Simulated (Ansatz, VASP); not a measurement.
**Two plane-wave programs on Si2Ni**

The input INCAR:

```
SYSTEM = Si2Ni
PREC     = Accurate       ! precision mode
ENCUT    = 600            ! plane-wave cutoff, eV
EDIFF    = 1E-7           ! SCF threshold, eV
ISMEAR   = 0              ! smearing method
SIGMA    = 0.15           ! smearing width, eV
LREAL    = .False.        ! projectors in reciprocal space
LASPH    = .True.         ! aspherical terms in the spheres
NELM     = 100            ! most SCF steps
ALGO     = Normal         ! electronic algorithm
ISIF     = 3              ! what is computed and relaxed
LWAVE    = .False.        ! write WAVECAR
LCHARG   = .False.        ! write CHGCAR
GGA      = PE             ! functional
IBRION   = 2              ! ionic algorithm
NSW      = 100            ! ionic steps
EDIFFG   = -0.01          ! ionic threshold
```

Contents of KPOINTS:

```
Automatic mesh
0
Gamma
  10 10 10
  0 0 0
```

Contents of POSCAR:

```
Si2Ni
1.0
   -0.0861321734      2.5839449978      2.5555398667
    2.7787321317     -0.1296141860      2.5990218793
    2.8026384701      2.6513333488     -0.1535205244
Si Ni
2 1
Direct
    0.2527574695      0.2505029946      0.2500259575
    0.7486843823      0.7499713683      0.7482142218
   -0.0014418517     -0.0004743628      0.0017598206
```

Input for Ansatz:

```yaml
crystal:
  lattice:
    - [-0.0861321734, 2.5839449978, 2.5555398667]
    - [2.7787321317, -0.129614186, 2.5990218793]
    - [2.8026384701, 2.6513333488, -0.1535205244]
  atoms:
    - { symbol: Si, position: [0.2527574695, 0.2505029946, 0.2500259575] }
    - { symbol: Si, position: [0.7486843823, 0.7499713683, 0.7482142218] }
    - { symbol: Ni, position: [-0.0014418517, -0.0004743628, 0.0017598206] }
basis:
  ecutwfc: 420
kpoints:
  mp_grid: { grid: [10, 10, 10] }
hamiltonian:
  xc: pbe
scf:
  occupations: { method: gaussian, width: 0.15 }
output:
  forces: true
  stress: true
  eigenvalues: true
  write_density: true
  write_potential: true
  elf: true
  volumetric_format: npy
relax:
  adjacent_minimum: "off"
  f_tol: 0.01
  max_steps: 80
  cell: { stress_tol: 0.1 }
```

Change from the starting cell: cell sheared at random, sigma 0.03, atoms nudged by 0.01 Å; relaxed back.

Alike in both runs: task relaxation of cell and atoms; functional PBE; k mesh 10 × 10 × 10; occupations gaussian, width 0.15 eV; no spin polarisation.

|  | VASP | Ansatz |
| --- | --- | --- |
| version | VASP 6.6.1 | Ansatz 0.2.0 |
| potentials or method | VASP PAW PBE potentials, release 64 (Si, Ni) | scalar-relativistic, plane waves, PAW |
| plane-wave cutoff (eV) | 600 | 420 |
| valence electrons in the cell | 18 | 26 |

Ansatz gave:

- gap on the k mesh at the Fermi level, each at its own relaxed structure (eV): none
- relaxed volume (Å³/atom): 13.45
- relaxed cell length with the largest relative difference (Å): 3.851
- energy change over the relaxation (meV/atom): -43

Question: Estimate VASP's values.

Answer: gap on the k mesh at the Fermi level, each at its own relaxed structure (eV): none; relaxed volume (Å³/atom): 13.45; relaxed cell length with the largest relative difference (Å): 3.853; energy change over the relaxation (meV/atom): -43.

A gap of «none» marks a metal or a gap that the smearing closes. The two sets of potentials don't hold the same shells in valence.

Spin polarisation is off, so any magnetic state and its effect on volume and gap are missing.
